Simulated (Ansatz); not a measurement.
**Lu in Ansatz: the effect of target pressure**

Crystal: Lu.

```xyz
1
Lattice="-1.9541 1.9541 1.9541 1.9541 -1.9541 1.9541 1.9541 1.9541 -1.9541" Properties=species:S:1:pos:R:3 pbc="T T T"
Lu    0.0000    0.0000    0.0000
```

This isn't the form of Lu at room conditions, which is hcp.

Alike in all runs:

- Program: Ansatz 0.2.0
- Task: relaxation of cell and atoms
- Functional: r2SCAN
- Potentials or basis: Ansatz PAW
- Cutoff: 500 eV (not typed: the program's choice for these potentials)
- k mesh: 10 × 10 × 10
- Occupations: fermi-dirac, width 0.05 eV
- Spin: no spin polarisation

Each run relaxes the cell or the atoms first.

```tsv
target pressure	relaxed volume (Å³/atom)
0 GPa	29.49
2 GPa	28.31
5 GPa	?
10 GPa	24.90
20 GPa	22.07
30 GPa	20.19
```

**Question.** What does the run with target pressure 5 GPa give?

**Answer.** Relaxed volume 26.82 Å³/atom.

Worked out: In Murnaghan's law V^(-B') rises as a straight line in P. The other rows fit best with B' = 2.5, V0 = 29.47 Å³/atom and B0 = 48 GPa, which gives 26.84 Å³/atom at 5 GPa, against the run's 26.82.

Caveats: the plane-wave basis is chosen anew once the cell has moved, so the energies of steps on either side of that aren't comparable; the PAW data sets come from PBE, with cores solved anew for the run's functional, which leaves a small shift of forces and pressure; the volume moved by over 15 % at a fixed basis, so the end points are rough (some runs).
